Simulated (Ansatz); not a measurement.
# TiC/GaN/W: predicting the conductance of a thicker barrier

**Method.** Ansatz 0.2.0, plane waves with PAW datasets, PBE. Interfaces are relaxed in a short slab (with D3(BJ) where the barrier is layered), set between ideal electrode layers that go on as semi-infinite leads, and the zero-bias conductance G at 300 K comes from T(E) on a typed mesh. The error is the largest of the program's estimates from energy step, mesh, the leads' potential steps and neutrality; its separate bound for narrow resonances between the energies solved isn't counted and can be far larger. The lower electrode is TiC (rock salt 001), the upper W (bcc 001) and the barrier GaN (zinc blende 001), on a net of side 3.217 Å; d is the distance between the electrodes' last planes.

What is known so far:

```
planes in the barrier  d (Å)  G (S/m²)  error (%)  lead step (meV)
                    5   8.93   3.23e12         33               25
                    7  11.20   1.52e12         37               26
                    9  13.47   7.00e11         22               26
                   11  15.75   4.09e11         39               26
                   13  18.02   2.33e11         49               26
                   15  20.30   1.39e11         55               26
                   19  24.85   4.88e10         61               26
```

Q: A further run has 21 planes, d = 27.12 Å. Fit G ∝ exp(−βd) to the rows shown and predict its conductance.

A: Take y = ln G: 28.80, 28.05, 27.27, 26.74, 26.17, 25.66 and 24.61. The means are d = 16.07 Å and y = 26.76; Σ(Δd Δy) = −46.88 and Σ(Δd)² = 180.34, so the slope is −0.260 Å⁻¹ (β = 0.260 Å⁻¹). At d = 27.12 Å, y = 26.76 − 0.260 × 11.05 = 23.89, or G = 2.36e10 S/m².

Check: The run gave 2.88e10 S/m², with an error estimate of 62 % and a lead step of 26 meV. The prediction is 0.822 times that, too low by 18 %. That lies within the runs' own error estimates, carried through the fit.

**Limits.** The interfaces are ideal, one cell wide, strained to a common net and relaxed from one registry with their symmetry kept. PBE's gaps are too small, so true decay constants are likely larger where the Fermi level lies deep in a gap. No spin-orbit coupling, phonons, disorder or image charges enter. The rows shown are chosen by tests on error estimates (under 100 to 120 %), lead steps (under 150 meV, though the program warns over 25), intact interfaces and, for fits, a steady trend in the rows shown; the data set holds 414 series of this kind, and not all pass.

[Logs are printed without paths, hosts, clocks, repeated set-up lines and the standing remarks that a program may print on its own settings, such as how far it seeks lower states.]
